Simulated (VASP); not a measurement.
# C (Fd-3m) in VASP: notebook

One crystal, C, is run at these levels: PBE; tasks: band structure, Born charges and dielectric tensor.

Everything below comes from runs of VASP 6.6.1. Logs are shortened: lines on timing, memory, paths and dates and some standing lists are left out, and cuts for length are marked.

## 1. The structure

It takes space group Fd-3m (No. 227, cubic). Conventional cell: a = 3.571 Å, b = 3.571 Å, c = 3.571 Å, α = 90.00°, β = 90.00°, γ = 90.00°. C (site symmetry -43m) has 4 C at 1.55 Å as nearest neighbours.

This isn't the form of C at room conditions, which is graphite.

## 2. Band structure, PBE

INCAR reads:

```
SYSTEM = C
PREC     = Accurate       ! precision mode
ENCUT    = 700            ! plane-wave cutoff, eV
EDIFF    = 1E-7           ! SCF threshold, eV
ISMEAR   = 0              ! smearing method
SIGMA    = 0.02           ! smearing width, eV
LREAL    = .FALSE.        ! projectors in reciprocal space
LASPH    = .TRUE.         ! aspherical terms in the spheres
NELM     = 60             ! most SCF steps
ALGO     = Normal         ! electronic algorithm
ISIF     = 2              ! what is computed and relaxed
LWAVE    = .FALSE.        ! write WAVECAR
LCHARG   = .FALSE.        ! write CHGCAR
GGA      = PE             ! functional
```

KPOINTS reads:

```
regular mesh
0
G
  14 14 14
  0 0 0
```

POSCAR reads:

```
C                                       
1.0
    0.0000000000      1.7854487266      1.7854487266
    1.7854487266      0.0000000000      1.7854487266
    1.7854487266      1.7854487266      0.0000000000
  C             
     2
Direct
     0.0000000000000000    0.0000000000000000    0.0000000000000000
     0.2500000000000000    0.2500000000000000    0.2500000000000000
```

KPOINTS_OPT reads:

```
path GXWKGLUWLK,UX
10
line-mode
reciprocal
 0.0000000000  0.0000000000  0.0000000000  G
 0.5000000000  0.0000000000  0.5000000000  X

 0.5000000000  0.0000000000  0.5000000000  X
 0.5000000000  0.2500000000  0.7500000000  W

 0.5000000000  0.2500000000  0.7500000000  W
 0.3750000000  0.3750000000  0.7500000000  K

 0.3750000000  0.3750000000  0.7500000000  K
 0.0000000000  0.0000000000  0.0000000000  G

 0.0000000000  0.0000000000  0.0000000000  G
 0.5000000000  0.5000000000  0.5000000000  L

 0.5000000000  0.5000000000  0.5000000000  L
 0.6250000000  0.2500000000  0.6250000000  U

 0.6250000000  0.2500000000  0.6250000000  U
 0.5000000000  0.2500000000  0.7500000000  W

 0.5000000000  0.2500000000  0.7500000000  W
 0.5000000000  0.5000000000  0.5000000000  L

 0.5000000000  0.5000000000  0.5000000000  L
 0.3750000000  0.3750000000  0.7500000000  K

 0.6250000000  0.2500000000  0.6250000000  U
 0.5000000000  0.0000000000  0.5000000000  X
```

Potentials or basis: VASP PAW PBE potentials, release 64 (C).

Started as:

```sh
$ cat potpaw_PBE.64/C/POTCAR > POTCAR
$ mpirun -np 1 vasp_std > vasp.out
```

OUTCAR:

```text
SYSTEM = C
   PREC = Accurate
   ENCUT = 700
   EDIFF = 1E-7
   ISMEAR = 0
   LREAL = .FALSE.
   LASPH = .TRUE.
   NELM = 60
   ISIF = 2
   GGA = PE

 ion  position               nearest neighbor table
   1  0.000  0.000  0.000-   2 1.55   2 1.55   2 1.55   2 1.55
   2  0.250  0.250  0.250-   1 1.55   1 1.55   1 1.55   1 1.55

  LATTYP: Found a face centered cubic cell.
 ALAT       =     3.5708974532

  Lattice vectors:

 A1 = (   0.0000000000,   1.7854487266,   1.7854487266)
 A2 = (   1.7854487266,   0.0000000000,   1.7854487266)
 A3 = (   1.7854487266,   1.7854487266,   0.0000000000)

Analysis of symmetry for initial positions (statically):
=====================================================================
 Subroutine PRICEL returns:
 Original cell was already a primitive cell.

 Routine SETGRP: Setting up the symmetry group for a
 face centered cubic supercell.

 Subroutine GETGRP returns: Found 48 space group operations
 (whereof 24 operations were pure point group operations)
 out of a pool of 48 trial point group operations.

The static configuration has the point symmetry T_d .
 The point group associated with its full space group is O_h .

Analysis of symmetry for dynamics (positions and initial velocities):
=====================================================================
 Subroutine PRICEL returns:
 Original cell was already a primitive cell.

 Routine SETGRP: Setting up the symmetry group for a
 face centered cubic supercell.

 Subroutine GETGRP returns: Found 48 space group operations
 (whereof 24 operations were pure point group operations)
 out of a pool of 48 trial point group operations.

The dynamic configuration has the point symmetry T_d .
 The point group associated with its full space group is O_h .

 Subroutine INISYM returns: Found 48 space group operations
 (whereof 24 operations are pure point group operations),
 and found     1 'primitive' translations

----------------------------------------------------------------------------------------

                                     Primitive cell

  volume of cell :      11.3834

  direct lattice vectors                    reciprocal lattice vectors
     0.000000000  1.785448727  1.785448727    -0.280041646  0.280041646  0.280041646
     1.785448727  0.000000000  1.785448727     0.280041646 -0.280041646  0.280041646
     1.785448727  1.785448727  0.000000000     0.280041646  0.280041646 -0.280041646

  length of vectors
     2.525005804  2.525005804  2.525005804     0.485046359  0.485046359  0.485046359

  position of ions in fractional coordinates (direct lattice)
     0.000000000  0.000000000  0.000000000
     0.250000000  0.250000000  0.250000000

  ion indices of the primitive-cell ions
   primitive index   ion index
                 1           1
                 2           2

----------------------------------------------------------------------------------------

 KPOINTS: regular mesh

Automatic generation of k-mesh.
 Grid dimensions read from file:
 generate k-points for:   14   14   14

 Generating k-lattice:

  Cartesian coordinates                     Fractional coordinates (reciprocal lattice)
    -0.020002975  0.020002975  0.020002975     0.071428571  0.000000000  0.000000000
     0.020002975 -0.020002975  0.020002975     0.000000000  0.071428571  0.000000000
     0.020002975  0.020002975 -0.020002975     0.000000000  0.000000000  0.071428571

  Length of vectors
     0.034646168  0.034646168  0.034646168

  Shift w.r.t. Gamma in fractional coordinates (k-lattice)
     0.000000000  0.000000000  0.000000000

 Subroutine IBZKPT returns following result:
 ===========================================

 Found    104 irreducible k-points:

 Following reciprocal coordinates:
            Coordinates               Weight
  0.000000  0.000000  0.000000      1.000000
  0.071429  0.000000  0.000000      8.000000
  0.142857  0.000000  0.000000      8.000000
  0.214286  0.000000  0.000000      8.000000
  0.285714  0.000000  0.000000      8.000000
  0.357143  0.000000  0.000000      8.000000
[... 16 lines left out ...]
  0.214286  0.142857  0.000000     24.000000
  0.285714  0.142857  0.000000     24.000000
 [... further k-points ...]
   k-points           NKPTS =    104   k-points in BZ     NKDIM =    104   number of bands    NBANDS=      8
   number of dos      NEDOS =    301   number of ions     NIONS =      2
   total plane-waves  NPLWV =  13824
   dimension x,y,z NGX =    24 NGY =   24 NGZ =   24
   dimension x,y,z NGXF=    48 NGYF=   48 NGZF=   48
   ions per type =               2
   NGX,Y,Z   is equivalent  to a cutoff of  15.80, 15.80, 15.80 a.u.
   NGXF,Y,Z  is equivalent  to a cutoff of  31.60, 31.60, 31.60 a.u.
 SYSTEM =  C
   PREC   = accura    normal or accurate (medium, high low for compatibility)
   ISTART =      0    job   : 0-new  1-cont  2-samecut
   ICHARG =      2    charge: 1-file 2-atom 10-const
   ISPIN  =      1    spin polarized calculation?
   LNONCOLLINEAR =      F non collinear calculations
   LSORBIT =      F    spin-orbit coupling
   LASPH  =      T    aspherical Exc in radial PAW
   ENCUT  =  700.0 eV  51.45 Ry    7.17 a.u.   5.45  5.45  5.45*2*pi/ulx,y,z
   NELM   =     60;   NELMIN=  2; NELMDL= -5     # of ELM steps
   EDIFF  = 0.1E-06   stopping-criterion for ELM
   LREAL  =      F    real-space projection
   EDIFFG = 0.1E-05   stopping-criterion for IOM
   NSW    =      0    number of steps for IOM
   IBRION =     -1    ionic relax: 0-MD 1-quasi-New 2-CG
   NFREE  =      0    steps in history (QN), initial steepest desc. (CG)
   ISIF   =      2    stress and relaxation
   ISYM   =      2    0-nonsym 1-usesym 2-fastsym
   POTIM  = 0.5000    time-step for ionic-motion
   TEBEG  =    0.0;   TEEND  =   0.0 temperature during run
   PSTRESS=    0.0 pullay stress
   NELECT =       8.0000    total number of electrons
   NUPDOWN=      -1.0000    fix difference up-down
   EMIN   =  10.00;   EMAX   =-10.00  energy-range for DOS
   EFERMI =   0.00;   METHOD = LEGACY
   ISMEAR =     0;   SIGMA  =   0.02  broadening in eV -4-tet -1-fermi 0-gaus
   EFERMI_NEDOS =   21; number of points for ismear=-14 and -15
   IALGO  =     38    algorithm
   IMIX   =      4    mixing-type and parameters
     AMIX     =   0.40;   BMIX     =  1.00
     AMIX_MAG =   1.60;   BMIX_MAG =  1.00
  volume/ion in A,a.u.               =       5.69        38.41
  Fermi-wavevector in a.u.,A,eV,Ry     =   1.455506  2.750508 28.823926  2.118499
  Thomas-Fermi vector in A             =   2.572533
   LORBIT       =      0    0 simple, 1 ext, 2 COOP (PROOUT), +10 PAW based schemes
   GGA     = PE    functional components
   LHFCALC =     F    Hartree Fock is set to
   AEXX    =    0.0000 exact exchange contribution
   IVDW    =     0    specifies the selected vdW correction
   LEPSILON=     F    determine dielectric tensor
   LRPA    =     F    only Hartree local field effects (RPA)
 non-spin polarized calculation
 Gauss-broadening in eV      SIGMA  =   0.02
  energy-cutoff  :      700.00
  volume of cell :       11.38
 maximum number of plane-waves:       531
 NGX is ok and might be reduce to    24
   NGX = 11   NGY = 11   NGZ = 11

 number of electron       8.0000000 magnetization

 Free energy of the ion-electron system (eV)
  ---------------------------------------------------
  ext. energy  EPLUGINS =         0.00000000
  ---------------------------------------------------
  free energy    TOTEN  =       -18.19652023 eV

  energy without entropy =      -18.19652023  energy(sigma->0) =      -18.19652023

 E-fermi :   9.8655     XC(G=0): -13.2330

 val. band max:        9.6748751168   @ k =   0.0000   0.0000   0.0000
 cond. band min:      13.7990010870   @ k =   0.3571   0.3571   0.0000
 fundamental gap:      4.1241259702
 Fermi energy:         9.8654575530

 k-point     1 :       0.0000    0.0000    0.0000
  band No.  band energies     occupation
      1     -11.7528      2.00000
      2       9.6749      2.00000
      3       9.6749      2.00000
      4       9.6749      2.00000
      5      15.2564      0.00000
      6      15.2564      0.00000
      7      15.2564      0.00000
      8      22.9263      0.00000

 k-point     2 :       0.0714    0.0000    0.0000
  band No.  band energies     occupation
      1     -11.6118      2.00000
      2       8.7448      2.00000
      3       9.4334      2.00000
      4       9.4334      2.00000
      5      15.5735      0.00000
      6      15.5735      0.00000
      7      15.8098      0.00000
      8      23.0498      0.00000

 k-point     3 :       0.1429    0.0000    0.0000
  band No.  band energies     occupation
      1     -11.1903      2.00000
      2       6.7063      2.00000
      3       8.8697      2.00000
      4       8.8697      2.00000
      5      16.3166      0.00000
      6      16.3166      0.00000
      7      16.7644      0.00000
      8      23.4106      0.00000

 k-point     4 :       0.2143    0.0000    0.0000
  band No.  band energies     occupation
      1     -10.4923      2.00000
      2       4.3207      2.00000
      3       8.2329      2.00000
      4       8.2329      2.00000
      5      17.1174      0.00000
      6      17.1174      0.00000
      7      17.5180      0.00000
      8      23.9534      0.00000

 k-point     5 :       0.2857    0.0000    0.0000
  band No.  band energies     occupation
      1      -9.5272      2.00000
      2       1.8936      2.00000
      3       7.6674      2.00000
      4       7.6674      2.00000
      5      17.7075      0.00000
      6      17.7075      0.00000
      7      17.9993      0.00000
      8      24.5451      0.00000
[... 177 lines left out ...]
 k-point    22 :       0.1429    0.1429    0.0000
  band No.  band energies     occupation
      1     -11.0031      2.00000
      2       7.5941      2.00000
      3       7.5941      2.00000
      4       7.9811      2.00000
      5      14.7426      0.00000
      6      17.9733      0.00000
      7      17.9733      0.00000
      8      22.7385      0.00000

 k-point    23 :       0.2143    0.1429    0.0000
  band No.  band energies     occupation
      1     -10.4911      2.00000
      2       5.8751      2.00000
      3       6.9104      2.00000
      4       7.6479      2.00000
      5      14.9093      0.00000
      6      18.9333      0.00000
      7      18.9688      0.00000
      8      22.2656      0.00000

 k-point    24 :       0.2857    0.1429    0.0000
  band No.  band energies     occupation
      1      -9.7068      2.00000
      2       3.6710      2.00000
      3       6.3699      2.00000
      4       7.0857      2.00000
      5      15.5802      0.00000
      6      19.6153      0.00000
      7      19.7220      0.00000
      8      22.0310      0.00000

 [... further k-points ...]

------------------------ aborting loop because EDIFF is reached ----------------------------------------

  FORCE on cell =-STRESS in cart. coord.  units (eV):
  Direction    XX          YY          ZZ          XY          YZ          ZX
  --------------------------------------------------------------------------------------
  -------------------------------------------------------------------------------------
  Total        0.0007063      0.0007063      0.0007063      0.0000000      0.0000000      0.0000000
  in kB        0.0994105      0.0994105      0.0994105      0.0000000      0.0000000      0.0000000
  external PRESSURE =       0.0994105 kB  Pullay stress =       0.0000000 kB

 VOLUME and BASIS-vectors are now :
 -----------------------------------------------------------------------------
  energy-cutoff  :      700.00
  volume of cell :       11.38
      direct lattice vectors                 reciprocal lattice vectors
     0.000000000  1.785448727  1.785448727    -0.280041646  0.280041646  0.280041646
     1.785448727  0.000000000  1.785448727     0.280041646 -0.280041646  0.280041646
     1.785448727  1.785448727  0.000000000     0.280041646  0.280041646 -0.280041646

 POSITION                                       TOTAL-FORCE (eV/Angst)
 -----------------------------------------------------------------------------------
      0.00000      0.00000      0.00000        -0.000000     -0.000000     -0.000000
      0.89272      0.89272      0.89272         0.000000      0.000000      0.000000
 -----------------------------------------------------------------------------------
    total drift:                               -0.000000      0.000000      0.000000

  FREE ENERGIE OF THE ION-ELECTRON SYSTEM (eV)
  ---------------------------------------------------
  free  energy   TOTEN  =       -18.1965202275 eV

  energy  without entropy=      -18.1965202275  energy(sigma->0) =      -18.19652023
```

It took 6.6 s on 1 thread of Intel Xeon 6975P-C (Granite Rapids), shared host; peak memory 0.14 GiB.

Results:

| Property | Result |
| --- | --- |
| Free energy | -18.1965 eV |
| Pressure | 0.0 GPa |
| Band gap on the k mesh | 4.12 eV, indirect (least direct gap 5.58 eV) |
| Band gap along the path | 4.14 eV, indirect (least direct gap 5.58 eV) |

Levels at the corners of the path, in eV from the valence-band top:
```csv
point,band 2,band 3,band 4,band 5,band 6,band 7
Γ,0.00,0.00,0.00,5.58,5.58,5.58
X,-12.74,-6.28,-6.28,4.75,4.75,16.75
X,-12.74,-6.28,-6.28,4.75,4.75,16.75
W,-11.95,-8.29,-8.29,10.61,10.61,12.27
W,-11.95,-8.29,-8.29,10.61,10.61,12.27
K,-11.71,-9.28,-5.34,5.67,10.72,14.32
K,-11.71,-9.28,-5.34,5.67,10.72,14.32
Γ,0.00,0.00,0.00,5.58,5.58,5.58
Γ,0.00,0.00,0.00,5.58,5.58,5.58
L,-13.33,-2.79,-2.79,8.45,8.45,8.80
L,-13.33,-2.79,-2.79,8.45,8.45,8.80
U,-11.71,-9.28,-5.34,5.67,10.72,14.32
U,-11.71,-9.28,-5.34,5.67,10.72,14.32
W,-11.95,-8.29,-8.29,10.61,10.61,12.27
W,-11.95,-8.29,-8.29,10.61,10.61,12.27
L,-13.33,-2.79,-2.79,8.45,8.45,8.80
L,-13.33,-2.79,-2.79,8.45,8.45,8.80
K,-11.71,-9.28,-5.34,5.67,10.72,14.32
U,-11.71,-9.28,-5.34,5.67,10.72,14.32
X,-12.74,-6.28,-6.28,4.75,4.75,16.75
```

(Continued in part 2 of 2.)
